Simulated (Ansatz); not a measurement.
# Ionic part of the dielectric constant of AlAs at -1 GPa, mode by mode

The calculation used Ansatz 0.2.0, DFT LDA, scalar-relativistic, plane waves, PAW. Plane waves to 420 eV; Γ-centred k mesh 8×8×8; fixed occupations. No spin polarisation. Phonons by linear response, acoustic sum rule imposed.

Symmetry: F-43m, No. 216, cubic system. Conventional cell: a = 5.654 Å, b = 5.654 Å, c = 5.654 Å, α = 90.00°, β = 90.00°, γ = 90.00°. Al (site symmetry -43m) has 4 As at 2.45 Å as nearest neighbours. Around As (site symmetry -43m) lie 4 Al at 2.45 Å.

The run warned that the force constants aren't converged on this k mesh, so the frequencies and all that is formed from them are rough.

The primitive cell has V = 45.20 Å³ and ε∞,yy = 9.524. Each polar mode adds Δε = (4.92064×10⁷/V)·S/ν² along y, with S its oscillator strength in e²/amu, ν in cm⁻¹ and V in Å³.

Question: From these modes, find each Δε and ε0,yy.
```tsv
ν (cm⁻¹)	S_yy (e²/amu)
352.9	0.2348
```

Answer:
```
ν (cm⁻¹)    Δε
   352.9  2.05
```

The sum is 2.053, so ε0,yy = 11.58; the run's tensor has 11.58.

Question: Where do the longitudinal modes lie for a wave vector along y?

Answer: At 389 cm⁻¹. The Lyddane–Sachs–Teller product Π(ν_LO/ν_TO)² = 1.22 matches ε0/ε∞ = 1.22.

The static response of AlAs is mostly electronic: the lattice adds only 2.05 to an ε∞ of 9.524. This is what a largely covalent, tetrahedrally bonded III–V semiconductor should show. The valence electrons polarise easily, while the moderate electronegativity difference gives the single polar optical mode a dynamical charge large enough to split LO from TO but not to dominate the screening. Stiff bonds also limit the ionic term, since it scales with the inverse square of the TO frequency.

The electronic part is larger than the accepted value for AlAs, more than mild tension would explain. The likely cause is the local functional, which underestimates the gap and so makes the electrons too polarisable. That excess also screens the long-range field of the LO mode too strongly, so the LO–TO splitting is probably too small for the given oscillator strength. The Lyddane–Sachs–Teller agreement doesn't test either quantity, because both sides follow from the same oscillator strength, TO frequency and ε∞.
